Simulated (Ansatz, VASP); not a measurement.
**One calculation of Mg, two programs**

```xyz
1
Lattice="3.0951 0.0000 0.0000 -1.5475 2.6804 0.0000 0.0000 0.0000 3.0834" Properties=species:S:1:pos:R:3 pbc="T T T"
Mg    0.0000    0.0000    0.0000
```

Alike in both runs: functional PBE; k mesh 21 × 21 × 18; occupations gaussian, width 0.1 eV; no spin polarisation.

Ansatz relaxed the structure, and its values are those at the end. VASP's run is a single point on that final structure, the one shown.

```csv
,VASP,Ansatz
version,VASP 6.6.1,Ansatz 0.2.0
potentials or method,"VASP PAW PBE potentials, release 64 (Mg)","scalar-relativistic, plane waves, PAW"
plane-wave cutoff (eV),520,420
valence electrons in the cell,2,10
```

```csv
,VASP,Ansatz,Ansatz less VASP
gap on the k mesh at the Fermi level (eV),none,none,-
pressure (GPa),-0.1,0.0,+0.08
```

A gap of «none» marks a metal or a gap that the smearing closes. The two sets of potentials don't hold the same shells in valence.
